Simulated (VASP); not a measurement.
# TiB (Pnma) in VASP: equation of state

Aim: energy against volume of TiB in PBEsol, for its equilibrium volume and stiffness.

Program: VASP 6.6.1. These are calculated values, not measurements. Logs are shortened: lines on timing, memory, paths and dates and some standing lists are left out, and cuts for length are marked.

## 1. The crystal as given

It takes space group Pnma (No. 62, orthorhombic). The conventional cell has a = 6.120 Å, b = 3.060 Å, c = 4.560 Å, α = 90.00°, β = 90.00°, γ = 90.00°. Ti (site symmetry m) has 7 B at 2.34 to 2.54 Å as nearest neighbours. B (site symmetry m) has 2 B at 1.83 Å as nearest neighbours.

## 2. Equation of state, PBEsol, 10.03 Å³/atom (volume scaled by 0.94)

Contents of INCAR:

```
ALGO = Normal
EDIFF = 1E-7
ENCUT = 520
GGA = PS
ISIF = 2
ISMEAR = -1
KPAR = 2
LASPH = T
LCHARG = F
LREAL = F
LWAVE = F
NBANDS = 40
NELM = 60
PREC = Accurate
SIGMA = 0.05
```

Contents of KPOINTS:

```
k-points
0
Gamma
  5 9 6
```

Contents of POSCAR:

```
TiB
1.0
    5.9950669853      0.0000000000      0.0000000000
    0.0000000000      2.9975334927      0.0000000000
    0.0000000000      0.0000000000      4.4669126557
Ti B
4 4
Direct
    0.6770000000      0.2500000000      0.3770000000
    0.3230000000      0.7500000000      0.6230000000
    0.8230000000      0.7500000000      0.8770000000
    0.1770000000      0.2500000000      0.1230000000
    0.5290000000      0.2500000000      0.8970000000
    0.4710000000      0.7500000000      0.1030000000
    0.9710000000      0.7500000000      0.3970000000
    0.0290000000      0.2500000000      0.6030000000
```

Potentials or basis: VASP PAW PBE potentials, release 64 (Ti_sv, B).

On the command line:

```bash
$ cat potpaw_PBE.64/Ti_sv/POTCAR potpaw_PBE.64/B/POTCAR > POTCAR
$ mpirun -np 2 vasp_std > vasp.out
```

OUTCAR:

```text
EDIFF = 1E-7
   ENCUT = 520
   GGA = PS
   ISIF = 2
   ISMEAR = -1
   LASPH = T
   LREAL = F
   NELM = 60
   PREC = Accurate

 Found     60 irreducible k-points:

 Following reciprocal coordinates:
            Coordinates               Weight
  0.000000  0.000000  0.000000      1.000000
  0.200000  0.000000  0.000000      2.000000
  0.400000  0.000000  0.000000      2.000000
  0.000000  0.111111  0.000000      2.000000
  0.200000  0.111111  0.000000      4.000000
  0.400000  0.111111  0.000000      4.000000
   k-points           NKPTS =     60   k-points in BZ     NKDIM =     60   number of bands    NBANDS=     40
   number of dos      NEDOS =    301   number of ions     NIONS =      8
   total plane-waves  NPLWV =  41472
   dimension x,y,z NGX =    48 NGY =   24 NGZ =   36
   dimension x,y,z NGXF=    96 NGYF=   48 NGZF=   72
   ions per type =               4   4
   NGX,Y,Z   is equivalent  to a cutoff of  13.31, 13.31, 13.40 a.u.
   NGXF,Y,Z  is equivalent  to a cutoff of  26.62, 26.62, 26.80 a.u.
 SYSTEM =  unknown system
   PREC   = accura    normal or accurate (medium, high low for compatibility)
   ISTART =      0    job   : 0-new  1-cont  2-samecut
   ICHARG =      2    charge: 1-file 2-atom 10-const
   ISPIN  =      1    spin polarized calculation?
   LNONCOLLINEAR =      F non collinear calculations
   LSORBIT =      F    spin-orbit coupling
   LASPH  =      T    aspherical Exc in radial PAW
   ENCUT  =  520.0 eV  38.22 Ry    6.18 a.u.  11.15  5.57  8.31*2*pi/ulx,y,z
   NELM   =     60;   NELMIN=  2; NELMDL= -5     # of ELM steps
   EDIFF  = 0.1E-06   stopping-criterion for ELM
   LREAL  =      F    real-space projection
   EDIFFG = 0.1E-05   stopping-criterion for IOM
   NSW    =      0    number of steps for IOM
   IBRION =     -1    ionic relax: 0-MD 1-quasi-New 2-CG
   NFREE  =      0    steps in history (QN), initial steepest desc. (CG)
   ISIF   =      2    stress and relaxation
   ISYM   =      2    0-nonsym 1-usesym 2-fastsym
   POTIM  = 0.5000    time-step for ionic-motion
   TEBEG  =    0.0;   TEEND  =   0.0 temperature during run
   PSTRESS=    0.0 pullay stress
   NELECT =      60.0000    total number of electrons
   NUPDOWN=      -1.0000    fix difference up-down
   EMIN   =  10.00;   EMAX   =-10.00  energy-range for DOS
   EFERMI =   0.00;   METHOD = LEGACY
   ISMEAR =    -1;   SIGMA  =   0.05  broadening in eV -4-tet -1-fermi 0-gaus
   EFERMI_NEDOS =   21; number of points for ismear=-14 and -15
   IALGO  =     38    algorithm
   IMIX   =      4    mixing-type and parameters
     AMIX     =   0.40;   BMIX     =  1.00
     AMIX_MAG =   1.60;   BMIX_MAG =  1.00
  volume/ion in A,a.u.               =      10.03        67.71
  Fermi-wavevector in a.u.,A,eV,Ry     =   1.485719  2.807602 30.032977  2.207362
  Thomas-Fermi vector in A             =   2.599096
   LORBIT       =      0    0 simple, 1 ext, 2 COOP (PROOUT), +10 PAW based schemes
   GGA     = PS    functional components
   LHFCALC =     F    Hartree Fock is set to
   AEXX    =    0.0000 exact exchange contribution
   IVDW    =     0    specifies the selected vdW correction
   LEPSILON=     F    determine dielectric tensor
   LRPA    =     F    only Hartree local field effects (RPA)
 non-spin polarized calculation
  energy-cutoff  :      520.00
  volume of cell :       80.27
 maximum number of plane-waves:      2190
 NGX is ok and might be reduce to    48
   NGX = 23   NGY = 11   NGZ = 17

 number of electron      59.9999978 magnetization

 Free energy of the ion-electron system (eV)
  ---------------------------------------------------
  ext. energy  EPLUGINS =         0.00000000
  ---------------------------------------------------
  free energy    TOTEN  =       -68.53870374 eV

  energy without entropy =      -68.50569266  energy(sigma->0) =      -68.52219820

 E-fermi :   9.1947     XC(G=0): -12.7771

 val. band max:        9.1935519825   @ k =   0.4000   0.3333   0.3333
 cond. band min:       9.1991352633   @ k =   0.2000   0.1111   0.5000
 fundamental gap:      0.0055832808
 Fermi energy:         9.1946812988

 k-point     1 :       0.0000    0.0000    0.0000
  band No.  band energies     occupation
      1     -46.6814      2.00000
      2     -46.6066      2.00000
      3     -46.5470      2.00000
      4     -46.5013      2.00000
      5     -23.3117      2.00000
      6     -23.2989      2.00000
[... 32 lines left out ...]
     39      12.4583      0.00000
     40      13.0627      0.00000

 k-point     2 :       0.2000    0.0000    0.0000
  band No.  band energies     occupation
      1     -46.6761      2.00000
      2     -46.6179      2.00000
      3     -46.5385      2.00000
      4     -46.5038      2.00000
      5     -23.3159      2.00000
      6     -23.3067      2.00000
[... 32 lines left out ...]
     39      12.7317      0.00000
     40      13.0723      0.00000

 k-point     3 :       0.4000    0.0000    0.0000
  band No.  band energies     occupation
      1     -46.6613      2.00000
      2     -46.6400      2.00000
      3     -46.5237      2.00000
      4     -46.5114      2.00000
      5     -23.3229      2.00000
      6     -23.3197      2.00000
[... 32 lines left out ...]
     39      12.6416      0.00000
     40      12.6652      0.00000

 k-point     4 :       0.0000    0.1111    0.0000
  band No.  band energies     occupation
      1     -46.6725      2.00000
      2     -46.6012      2.00000
      3     -46.5451      2.00000
      4     -46.5031      2.00000
      5     -23.2959      2.00000
      6     -23.2791      2.00000
[... 32 lines left out ...]
     39      12.3629      0.00000
     40      13.0344      0.00000

 k-point     5 :       0.2000    0.1111    0.0000
  band No.  band energies     occupation
      1     -46.6674      2.00000
      2     -46.6119      2.00000
      3     -46.5372      2.00000
      4     -46.5054      2.00000
      5     -23.2978      2.00000
      6     -23.2862      2.00000
[... 32 lines left out ...]
     39      12.5971      0.00000
     40      12.9658      0.00000

 k-point     6 :       0.4000    0.1111    0.0000
  band No.  band energies     occupation
      1     -46.6532      2.00000
      2     -46.6329      2.00000
      3     -46.5235      2.00000
      4     -46.5123      2.00000
      5     -23.3025      2.00000
      6     -23.2984      2.00000
[... 32 lines left out ...]
     39      12.6356      0.00000
     40      12.6417      0.00000

 [... further k-points ...]

------------------------ aborting loop because EDIFF is reached ----------------------------------------

  FORCE on cell =-STRESS in cart. coord.  units (eV):
  Direction    XX          YY          ZZ          XY          YZ          ZX
  --------------------------------------------------------------------------------------
  -------------------------------------------------------------------------------------
  Total        3.9524604      4.6257415      4.2195350      0.0000000      0.0000000      0.0000000
  in kB       78.8882936     92.3265049     84.2189137      0.0000000      0.0000000      0.0000000
  external PRESSURE =      85.1445707 kB  Pullay stress =       0.0000000 kB

 VOLUME and BASIS-vectors are now :
 -----------------------------------------------------------------------------
  energy-cutoff  :      520.00
  volume of cell :       80.27
      direct lattice vectors                 reciprocal lattice vectors
     5.995066985  0.000000000  0.000000000     0.166803808  0.000000000  0.000000000
     0.000000000  2.997533493  0.000000000     0.000000000  0.333607615  0.000000000
     0.000000000  0.000000000  4.466912656     0.000000000  0.000000000  0.223868268

 POSITION                                       TOTAL-FORCE (eV/Angst)
 -----------------------------------------------------------------------------------
      4.05866      0.74938      1.68403         0.040056     -0.000000      0.108932
      1.93641      2.24815      2.78289        -0.040056      0.000000     -0.108932
      4.93394      2.24815      3.91748        -0.040056     -0.000000      0.108932
      1.06113      0.74938      0.54943         0.040056     -0.000000     -0.108932
      3.17139      0.74938      4.00682         0.123310     -0.000000      0.115837
      2.82368      2.24815      0.46009        -0.123310     -0.000000     -0.115837
      5.82121      2.24815      1.77336        -0.123310     -0.000000      0.115837
      0.17386      0.74938      2.69355         0.123310     -0.000000     -0.115837
 -----------------------------------------------------------------------------------
    total drift:                                0.000000      0.000000     -0.000000

  FREE ENERGIE OF THE ION-ELECTRON SYSTEM (eV)
  ---------------------------------------------------
  free  energy   TOTEN  =       -68.5387037411 eV

  energy  without entropy=      -68.5056926600  energy(sigma->0) =      -68.52219820
```

Wall time 72 s (2 MPI ranks of AMD EPYC 9R14 (Zen 4), shared host); peak memory 0.26 GiB.

What came out:

```
Free energy            : -68.5387 eV
Pressure               : 8.5 GPa
Largest force          : 0.169 eV/Å
Band gap on the k mesh : none (metal or under the smearing width)
```

Caveat: the PAW data sets were made with another functional, which shifts forces and pressure a little.

## 3. Equation of state, PBEsol, 10.25 Å³/atom (volume scaled by 0.96)

INCAR is that of step 2.

KPOINTS is that of step 2.

POSCAR: that of step 2 with these lines changed.

```diff
@@ -2,5 +2,5 @@
 1.0
-    5.9950669853      0.0000000000      0.0000000000
-    0.0000000000      2.9975334927      0.0000000000
-    0.0000000000      0.0000000000      4.4669126557
+    6.0372871580      0.0000000000      0.0000000000
+    0.0000000000      3.0186435790      0.0000000000
+    0.0000000000      0.0000000000      4.4983708236
 Ti B
```

Potentials or basis: VASP PAW PBE potentials, release 64 (Ti_sv, B).

On the command line:

```bash
$ cat potpaw_PBE.64/Ti_sv/POTCAR potpaw_PBE.64/B/POTCAR > POTCAR
$ mpirun -np 2 vasp_std > vasp.out
```

Wall time 72 s (2 MPI ranks of AMD EPYC 9R14 (Zen 4), shared host); peak memory 0.26 GiB.

Results (log left out):

* Free energy: -68.6024 eV
* Pressure: 3.3 GPa
* Largest force: 0.191 eV/Å
* Band gap on the k mesh: none (metal or under the smearing width)

Caveat: the PAW data sets were made with another functional, which shifts forces and pressure a little.

## 4. Equation of state, PBEsol, 10.46 Å³/atom (volume scaled by 0.98)

INCAR is that of step 3.

KPOINTS is that of step 3.

POSCAR: that of step 3 with these lines changed.

```diff
@@ -2,5 +2,5 @@
 1.0
-    6.0372871580      0.0000000000      0.0000000000
-    0.0000000000      3.0186435790      0.0000000000
-    0.0000000000      0.0000000000      4.4983708236
+    6.0789249369      0.0000000000      0.0000000000
+    0.0000000000      3.0394624684      0.0000000000
+    0.0000000000      0.0000000000      4.5293950510
 Ti B
```

On the command line:

```bash
$ cat potpaw_PBE.64/Ti_sv/POTCAR potpaw_PBE.64/B/POTCAR > POTCAR
$ mpirun -np 2 vasp_std > vasp.out
```

Wall time 78 s (2 MPI ranks of AMD EPYC 9R14 (Zen 4), shared host); peak memory 0.26 GiB.

Results (log left out):

```yaml
Free_energy: -68.6134 eV
Pressure: -1.4 GPa
Largest_force: 0.221 eV/Å
Band_gap_on_the_k_mesh: none (metal or under the smearing width)
```

Caveat: the PAW data sets were made with another functional, which shifts forces and pressure a little.

## 5. Equation of state, PBEsol, 10.89 Å³/atom (volume scaled by 1.02)

INCAR is that of step 4.

KPOINTS is that of step 4.

POSCAR: that of step 4 with these lines changed.

```diff
@@ -2,5 +2,5 @@
 1.0
-    6.0789249369      0.0000000000      0.0000000000
-    0.0000000000      3.0394624684      0.0000000000
-    0.0000000000      0.0000000000      4.5293950510
+    6.1605309825      0.0000000000      0.0000000000
+    0.0000000000      3.0802654913      0.0000000000
+    0.0000000000      0.0000000000      4.5901995556
 Ti B
```

On the command line:

```bash
$ cat potpaw_PBE.64/Ti_sv/POTCAR potpaw_PBE.64/B/POTCAR > POTCAR
$ mpirun -np 2 vasp_std > vasp.out
```

It took 75 s on 2 MPI ranks of AMD EPYC 9R14 (Zen 4), shared host; peak memory 0.27 GiB.

It converged, with:

* Free energy: -68.4975 eV
* Pressure: -9.4 GPa
* Largest force: 0.290 eV/Å
* Band gap on the k mesh: none (metal or under the smearing width)

Caveat: the PAW data sets were made with another functional, which shifts forces and pressure a little.

## 6. Equation of state, PBEsol, 11.10 Å³/atom (volume scaled by 1.04)

INCAR is that of step 5.

KPOINTS is that of step 5.

POSCAR: that of step 5 with these lines changed.

```diff
@@ -2,5 +2,5 @@
 1.0
-    6.1605309825      0.0000000000      0.0000000000
-    0.0000000000      3.0802654913      0.0000000000
-    0.0000000000      0.0000000000      4.5901995556
+    6.2005355514      0.0000000000      0.0000000000
+    0.0000000000      3.1002677757      0.0000000000
+    0.0000000000      0.0000000000      4.6200068814
 Ti B
```

Potentials or basis: VASP PAW PBE potentials, release 64 (Ti_sv, B).

On the command line:

```bash
$ cat potpaw_PBE.64/Ti_sv/POTCAR potpaw_PBE.64/B/POTCAR > POTCAR
$ mpirun -np 2 vasp_std > vasp.out
```

Wall time 73 s (2 MPI ranks of AMD EPYC 9R14 (Zen 4), shared host); peak memory 0.27 GiB.

Results (log left out):

* Free energy: -68.3791 eV
* Pressure: -12.9 GPa
* Largest force: 0.325 eV/Å
* Band gap on the k mesh: none (metal or under the smearing width)

Caveat: the PAW data sets were made with another functional, which shifts forces and pressure a little.

## 7. Equation of state, PBEsol, 11.31 Å³/atom (volume scaled by 1.06)

INCAR is that of step 6.

KPOINTS is that of step 6.

POSCAR: that of step 6 with these lines changed.

```diff
@@ -2,5 +2,5 @@
 1.0
-    6.2005355514      0.0000000000      0.0000000000
-    0.0000000000      3.1002677757      0.0000000000
-    0.0000000000      0.0000000000      4.6200068814
+    6.2400304732      0.0000000000      0.0000000000
+    0.0000000000      3.1200152366      0.0000000000
+    0.0000000000      0.0000000000      4.6494344702
 Ti B
```

On the command line:

```bash
$ cat potpaw_PBE.64/Ti_sv/POTCAR potpaw_PBE.64/B/POTCAR > POTCAR
$ mpirun -np 2 vasp_std > vasp.out
```

Wall time 73 s (2 MPI ranks of AMD EPYC 9R14 (Zen 4), shared host); peak memory 0.27 GiB.

Results (log left out):

```yaml
Free_energy: -68.2256 eV
Pressure: -16.0 GPa
Largest_force: 0.359 eV/Å
Band_gap_on_the_k_mesh: none (metal or under the smearing width)
```

Caveat: the PAW data sets were made with another functional, which shifts forces and pressure a little.

## 8. Equation of state, PBEsol

Potentials or basis: VASP PAW PBE potentials, release 64 (Ti_sv, B).

This step only gathers the single runs of the series.

What came out:

```yaml
Equilibrium_volume: 10.40 Å³/atom
Bulk_modulus_at_fixed_shape_and_positions: 223 GPa
Pressure_derivative_of_the_bulk_modulus: 3.9
```

Energy against volume, from the lowest point:
```
volume (Å³/atom)  energy (meV/atom)
          10.034               9.34
          10.248               1.38
          10.461               0.00
          10.675               4.56
          10.888              14.49
          11.101              29.29
          11.315              48.49
```

Caveat: the cell was scaled at fixed shape and fractional positions, which overstates the stiffness of a crystal with free parameters, most of all of layers and chains; the PAW data sets were made with another functional, which shifts forces and pressure a little.
